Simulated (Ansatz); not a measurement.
Born–Oppenheimer molecular dynamics of a periodic cell of 36 atoms, TiO2 (start crystal TiO2, start structure P3_121, volume 1.05 times the crystal's). It starts from an unrelaxed structure (largest force component 1.61 eV/Å).

These are results of DFT PBE, scalar-relativistic, plane waves, PAW in Ansatz 0.2.0, not measurements. Settings: accuracy low, PAW set soft_1, cutoff 420 eV, k mesh 2x2x1, fermi-dirac smearing 0.24 eV, no spin polarisation.

* ensemble: NVT, Langevin thermostat
* time step: 0.75 fs
* steps asked: 160
* set temperature: 2800 K
* friction: 0.02 /fs
* seed: 290100

Frames 7.5 fs apart, positions in Å, forces in eV/Å.

Velocities at 0 fs (Å/ps):

```
Ti 4.68 -6.44 3.30
Ti 0.42 15.05 -10.33
Ti 6.58 -7.54 -2.77
O 13.34 -2.45 -20.21
O -28.28 -2.01 4.27
O -0.11 6.55 -3.14
O 8.05 -10.43 8.62
O -16.44 -4.04 6.97
O 0.74 -11.72 -0.31
Ti 7.35 7.05 8.34
Ti 2.42 8.50 -1.51
Ti 6.61 3.68 -0.58
O 8.08 -9.56 -10.73
O -8.58 12.60 -7.65
O -0.44 19.24 -19.86
O 10.39 -13.24 -8.46
O -19.01 -2.80 21.21
O -15.11 1.14 4.84
Ti 0.89 -4.16 6.66
Ti 2.86 6.40 7.88
Ti -12.38 -6.77 17.53
O -13.64 -1.29 16.46
O -2.25 10.28 7.62
O -3.89 -8.08 -4.98
O 1.84 -5.93 -11.45
O -16.70 -9.58 -5.54
O 21.29 -3.48 14.78
Ti 3.62 11.65 -7.36
Ti -11.10 -9.77 0.36
Ti -2.43 0.64 -4.94
O -18.64 -13.72 -7.57
O 13.53 -7.74 -12.47
O 4.08 6.87 -4.04
O 10.41 -13.15 8.63
O 1.58 -6.26 -10.68
O 21.29 14.07 -15.88
```

```xyz
36
Lattice="-2.6889 4.6573 6.2336 5.3778 0.0000 6.2336 5.3778 9.3145 0.0000" Properties=species:S:1:pos:R:3:forces:R:3 time_fs=0 energy_less_start_eV=0.000 T=2722
Ti -0.253 4.657 8.311 -1.61 0.00 0.00
Ti 4.160 11.424 4.156 0.81 -1.40 0.00
Ti 1.471 2.547 0.000 0.81 1.40 0.00
O 1.379 1.411 1.340 0.60 -1.08 0.92
O 0.777 5.146 9.652 0.64 1.05 0.92
O 3.221 2.757 5.496 -1.23 0.02 0.92
O 5.910 11.215 4.893 -1.24 -0.02 -0.92
O 4.068 3.246 9.049 0.59 1.08 -0.92
O 6.155 4.168 6.971 0.63 -1.06 -0.92
Ti 2.436 9.315 8.311 -1.61 0.00 0.00
Ti 1.471 6.767 4.156 0.81 -1.40 0.00
Ti 4.160 7.205 0.000 0.81 1.40 0.00
O 4.068 6.068 1.340 0.60 -1.08 0.92
O 3.466 9.804 9.652 0.64 1.05 0.92
O 5.910 7.414 5.496 -1.23 0.02 0.92
O 3.221 6.557 4.893 -1.24 -0.02 -0.92
O 6.757 7.903 9.049 0.59 1.08 -0.92
O 8.844 8.825 6.971 0.63 -1.06 -0.92
Ti 5.125 4.657 8.311 -1.61 0.00 0.00
Ti 4.160 2.110 4.156 0.81 -1.40 0.00
Ti 4.160 7.205 6.234 0.81 1.40 0.00
O 4.068 6.068 7.574 0.60 -1.08 0.92
O 0.777 5.146 3.418 0.64 1.05 0.92
O 0.532 7.414 5.496 -1.23 0.02 0.92
O 3.221 6.557 11.127 -1.24 -0.02 -0.92
O 4.068 3.246 2.816 0.59 1.08 -0.92
O 3.466 8.825 6.971 0.63 -1.06 -0.92
Ti 7.814 9.315 8.311 -1.61 0.00 0.00
Ti 6.849 6.767 4.156 0.81 -1.40 0.00
Ti 1.471 2.547 6.234 0.81 1.40 0.00
O 6.757 10.726 7.574 0.60 -1.08 0.92
O 3.466 9.804 3.418 0.64 1.05 0.92
O 3.221 12.072 5.496 -1.23 0.02 0.92
O 5.910 11.215 11.127 -1.24 -0.02 -0.92
O 6.757 7.903 2.816 0.59 1.08 -0.92
O 0.777 4.168 6.971 0.63 -1.06 -0.92
36
Lattice="-2.6889 4.6573 6.2336 5.3778 0.0000 6.2336 5.3778 9.3145 0.0000" Properties=species:S:1:pos:R:3:forces:R:3 time_fs=7.5 energy_less_start_eV=3.760 T=2150
Ti -0.241 4.605 8.351 -0.83 -0.87 -3.24
Ti 4.175 11.511 4.129 1.90 -5.19 0.64
Ti 1.525 2.491 -0.021 0.36 2.03 -2.27
O 1.502 1.327 1.174 -0.05 -2.51 2.99
O 0.593 5.131 9.705 2.14 2.06 2.60
O 3.217 2.853 5.528 -0.48 -0.70 0.14
O 5.954 11.114 4.928 -2.26 0.43 -2.26
O 3.905 3.214 9.053 1.09 3.05 -2.95
O 6.186 4.042 6.949 -0.84 0.66 0.89
Ti 2.506 9.374 8.370 -4.60 -3.76 -4.08
Ti 1.517 6.782 4.151 0.27 -1.66 1.53
Ti 4.224 7.199 -0.011 -0.85 1.14 -0.18
O 4.151 5.999 1.329 0.37 0.22 0.09
O 3.415 9.918 9.613 1.78 -0.24 3.41
O 5.923 7.568 5.357 -2.04 -0.80 1.83
O 3.262 6.516 4.861 -0.34 0.58 0.57
O 6.631 7.915 9.180 1.15 2.66 -2.66
O 8.718 8.861 7.001 3.04 -2.95 -3.76
Ti 5.113 4.585 8.311 -0.53 0.88 0.51
Ti 4.174 2.133 4.186 -1.02 -0.37 -0.97
Ti 4.060 7.170 6.365 1.79 0.78 -2.81
O 3.986 6.057 7.701 1.18 -2.07 1.09
O 0.719 5.220 3.478 -0.75 -0.94 -1.28
O 0.498 7.399 5.505 -0.15 0.07 0.59
O 3.172 6.532 11.072 -0.79 0.16 -0.64
O 3.933 3.237 2.730 2.09 1.06 0.42
O 3.626 8.775 7.039 -0.59 0.21 0.20
Ti 7.815 9.433 8.259 -3.55 -0.86 3.27
Ti 6.786 6.702 4.166 3.02 3.05 0.28
Ti 1.450 2.543 6.199 1.35 1.52 1.92
O 6.604 10.573 7.522 0.52 1.14 -0.04
O 3.558 9.783 3.354 0.83 2.29 1.44
O 3.223 12.103 5.430 -1.82 0.57 2.18
O 5.971 11.183 11.121 -1.18 0.35 -0.02
O 6.764 7.892 2.750 0.38 -0.39 0.05
O 0.936 4.242 6.898 -0.61 -1.59 0.53
36
Lattice="-2.6889 4.6573 6.2336 5.3778 0.0000 6.2336 5.3778 9.3145 0.0000" Properties=species:S:1:pos:R:3:forces:R:3 time_fs=15 energy_less_start_eV=5.970 T=2184
Ti -0.265 4.542 8.379 2.13 1.65 -1.64
Ti 4.223 11.561 4.140 1.29 -3.80 -1.98
Ti 1.575 2.446 -0.058 -2.16 0.17 -0.67
O 1.562 1.175 1.117 -0.40 -1.18 1.72
O 0.521 5.219 9.866 0.73 0.53 -0.12
O 3.236 2.970 5.585 -0.85 -1.67 -0.50
O 5.956 10.982 4.904 -1.70 2.00 -1.06
O 3.784 3.298 8.991 1.93 0.82 -0.46
O 6.182 3.938 6.927 -0.40 0.64 0.41
Ti 2.536 9.374 8.398 -4.84 -4.75 -3.83
Ti 1.569 6.787 4.168 -1.39 -0.76 -0.64
Ti 4.274 7.169 -0.015 -2.77 2.11 -0.19
O 4.283 5.988 1.361 -0.07 0.22 -0.06
O 3.396 10.009 9.647 0.19 -2.88 2.05
O 5.888 7.653 5.311 -1.82 -1.52 1.54
O 3.293 6.532 4.840 -0.41 0.81 1.18
O 6.593 8.037 9.242 1.80 1.15 -1.11
O 8.696 8.822 6.928 1.37 -1.92 -1.00
Ti 5.094 4.521 8.262 -0.70 0.90 1.59
Ti 4.168 2.096 4.171 -2.58 1.24 -0.66
Ti 3.968 7.166 6.468 2.55 -2.56 -2.44
O 3.971 5.936 7.857 0.62 0.45 -1.46
O 0.644 5.266 3.456 0.14 -0.50 -0.85
O 0.461 7.378 5.520 2.02 0.27 -0.34
O 3.124 6.511 11.018 0.50 0.28 0.12
O 3.833 3.274 2.638 3.08 0.89 0.99
O 3.755 8.729 7.110 -1.21 1.68 0.84
Ti 7.789 9.532 8.257 -0.93 -2.96 1.16
Ti 6.751 6.672 4.186 4.57 6.76 2.44
Ti 1.438 2.575 6.191 1.60 0.67 0.97
O 6.493 10.497 7.521 0.54 2.42 -0.63
O 3.644 9.859 3.294 0.42 2.44 1.40
O 3.169 12.081 5.403 -0.26 0.58 1.62
O 5.983 11.250 11.085 -1.24 -0.15 0.28
O 6.795 7.904 2.713 -0.50 -1.63 0.47
O 1.029 4.305 6.862 -1.20 -2.37 0.85
36
Lattice="-2.6889 4.6573 6.2336 5.3778 0.0000 6.2336 5.3778 9.3145 0.0000" Properties=species:S:1:pos:R:3:forces:R:3 time_fs=22.5 energy_less_start_eV=7.546 T=1776
Ti -0.264 4.536 8.421 2.51 1.01 -0.90
Ti 4.271 11.573 4.148 -0.81 -2.01 -1.39
Ti 1.593 2.390 -0.116 -3.83 -1.00 1.62
O 1.529 0.974 1.133 -0.53 1.44 -0.63
O 0.501 5.331 10.003 -0.41 -1.40 -1.29
O 3.246 3.029 5.586 -0.90 -2.01 -0.76
O 5.887 10.892 4.879 -0.63 3.04 -0.21
O 3.716 3.368 8.928 2.24 -0.67 1.09
O 6.143 3.835 6.956 1.29 -0.94 -1.67
Ti 2.525 9.315 8.389 -2.13 -1.24 -0.20
Ti 1.607 6.821 4.179 -2.24 -0.60 -2.65
Ti 4.293 7.145 -0.052 -3.31 2.85 1.41
O 4.455 6.034 1.347 -0.24 -1.12 0.97
O 3.394 10.037 9.785 -1.89 -4.26 -0.84
O 5.789 7.718 5.301 -1.67 -1.59 1.80
O 3.315 6.585 4.884 -1.11 0.44 0.65
O 6.644 8.233 9.317 1.99 -0.28 -0.27
O 8.738 8.724 6.839 -0.39 -0.04 1.52
Ti 5.053 4.486 8.207 0.30 -1.33 3.00
Ti 4.160 2.063 4.143 -2.27 3.65 -0.02
Ti 3.865 7.131 6.525 3.20 -0.88 -0.35
O 3.953 5.751 7.957 -1.96 4.63 -3.55
O 0.639 5.313 3.323 1.49 0.87 0.88
O 0.457 7.383 5.489 2.38 0.31 -0.25
O 3.122 6.517 10.959 1.57 0.12 0.77
O 3.809 3.358 2.565 2.99 0.08 0.92
O 3.862 8.786 7.193 -1.24 -0.92 -0.07
Ti 7.747 9.567 8.283 0.55 -3.21 -0.70
Ti 6.756 6.720 4.260 3.66 5.72 1.49
Ti 1.471 2.606 6.180 1.05 -0.21 0.30
O 6.410 10.472 7.496 1.74 2.08 -0.28
O 3.701 9.994 3.279 -0.56 1.46 0.53
O 3.160 12.087 5.516 2.96 0.33 -1.25
O 5.949 11.267 11.120 -1.95 -0.88 -1.18
O 6.792 7.917 2.701 -0.26 -1.38 0.65
O 1.147 4.290 6.867 -1.58 -2.05 0.85
36
Lattice="-2.6889 4.6573 6.2336 5.3778 0.0000 6.2336 5.3778 9.3145 0.0000" Properties=species:S:1:pos:R:3:forces:R:3 time_fs=30 energy_less_start_eV=7.560 T=1759
Ti -0.227 4.566 8.489 0.72 -2.38 -1.44
Ti 4.304 11.569 4.150 -3.27 0.15 0.55
Ti 1.555 2.334 -0.150 -0.90 -0.97 1.49
O 1.499 0.827 1.192 -0.66 2.73 -1.66
O 0.512 5.343 10.023 -0.94 -1.95 -0.50
O 3.232 3.051 5.530 -0.21 -2.05 -1.14
O 5.762 10.937 4.854 3.27 1.98 1.26
O 3.686 3.331 8.948 3.03 1.35 -0.75
O 6.191 3.733 6.945 -0.03 -0.20 -0.29
Ti 2.501 9.260 8.379 1.58 2.04 1.65
Ti 1.647 6.857 4.171 -1.51 0.21 -2.73
Ti 4.274 7.133 -0.028 0.41 2.53 0.61
O 4.565 6.058 1.378 -0.89 -0.71 0.43
O 3.330 9.957 9.911 -0.05 -0.11 0.10
O 5.643 7.811 5.345 0.25 -2.45 1.04
O 3.313 6.630 4.918 -1.64 0.06 0.30
O 6.723 8.444 9.350 1.50 -1.73 0.27
O 8.793 8.627 6.861 -0.95 0.75 1.54
Ti 5.033 4.455 8.212 -1.07 0.21 2.37
Ti 4.124 2.047 4.104 0.49 5.62 0.84
Ti 3.830 7.090 6.609 3.12 0.87 -0.96
O 3.806 5.763 7.971 0.33 1.72 -2.32
O 0.726 5.358 3.255 0.53 0.31 0.17
O 0.498 7.403 5.421 0.15 -0.28 0.85
O 3.152 6.534 10.960 -0.13 -0.19 -0.04
O 3.912 3.440 2.545 0.17 -2.62 1.47
O 3.912 8.773 7.252 -1.31 -1.78 -0.27
Ti 7.750 9.570 8.314 0.91 -1.95 -0.38
Ti 6.806 6.831 4.358 -1.09 0.67 -0.95
Ti 1.518 2.640 6.155 -0.45 -1.41 0.79
O 6.397 10.457 7.546 2.25 2.19 -0.92
O 3.748 10.115 3.349 -1.71 -1.04 -1.04
O 3.257 12.158 5.616 0.49 -0.27 -1.03
O 5.948 11.228 11.108 -1.90 -0.50 -0.95
O 6.775 7.879 2.726 1.12 0.18 0.77
O 1.222 4.215 6.922 -1.62 -0.98 0.89
36
Lattice="-2.6889 4.6573 6.2336 5.3778 0.0000 6.2336 5.3778 9.3145 0.0000" Properties=species:S:1:pos:R:3:forces:R:3 time_fs=37.5 energy_less_start_eV=8.548 T=1538
Ti -0.184 4.605 8.572 -1.90 -2.22 -5.59
Ti 4.299 11.588 4.136 -1.42 0.25 2.52
Ti 1.498 2.259 -0.166 2.76 -0.26 3.11
O 1.402 0.858 1.202 1.13 1.04 0.08
O 0.522 5.326 10.021 -0.39 -1.59 1.08
O 3.178 2.975 5.430 1.90 -0.78 -1.21
O 5.807 10.975 4.859 2.43 2.08 0.50
O 3.711 3.350 8.955 2.21 1.31 -0.93
O 6.237 3.655 6.922 -1.68 1.19 1.19
Ti 2.483 9.216 8.373 5.31 4.41 2.11
Ti 1.666 6.867 4.125 -1.48 0.49 -0.76
Ti 4.265 7.133 -0.002 2.05 1.98 -0.05
O 4.650 6.075 1.410 -1.49 0.21 -0.61
O 3.343 9.889 9.994 0.20 1.25 -0.29
O 5.491 7.873 5.388 1.95 -2.97 0.62
O 3.297 6.700 4.926 -1.88 -0.27 0.09
O 6.809 8.515 9.341 0.43 -2.46 0.73
O 8.781 8.607 6.886 -0.39 0.10 0.86
Ti 4.989 4.424 8.234 0.42 1.33 0.78
Ti 4.090 2.050 4.118 2.43 5.63 0.45
Ti 3.865 7.061 6.667 2.58 0.77 -3.22
O 3.697 5.773 7.941 1.36 -0.30 -0.76
O 0.831 5.335 3.183 -0.48 0.03 -0.17
O 0.536 7.410 5.420 -0.19 -1.02 0.18
O 3.165 6.550 11.000 -2.91 -0.96 -2.71
O 4.009 3.453 2.550 -2.89 -4.96 2.29
O 3.950 8.664 7.312 -1.53 -0.04 0.63
Ti 7.808 9.518 8.319 0.38 0.38 -1.01
Ti 6.847 6.933 4.439 -3.69 -0.93 -1.71
Ti 1.575 2.644 6.107 -3.45 -2.44 2.19
O 6.484 10.503 7.525 2.69 1.47 -0.71
O 3.742 10.162 3.397 -1.86 -2.03 -1.56
O 3.373 12.172 5.672 -1.57 -0.50 -0.79
O 5.947 11.269 11.034 -0.67 -0.02 0.48
O 6.795 7.947 2.798 1.06 -0.05 1.08
O 1.212 4.141 6.965 -1.45 -0.12 1.10
```

Of the whole run (120 fs, mean temperature of the second half 2374 K): The mean temperature of the second half is 15 % below the set value. A run of 0.12 ps of so small a system gives no equilibrium averages. Limits of this set-up: coarse k mesh, low accuracy level.

Time of the run: 26 min on 4 threads of Arm Neoverse V2 (shared host), peak memory 2.6 GiB.
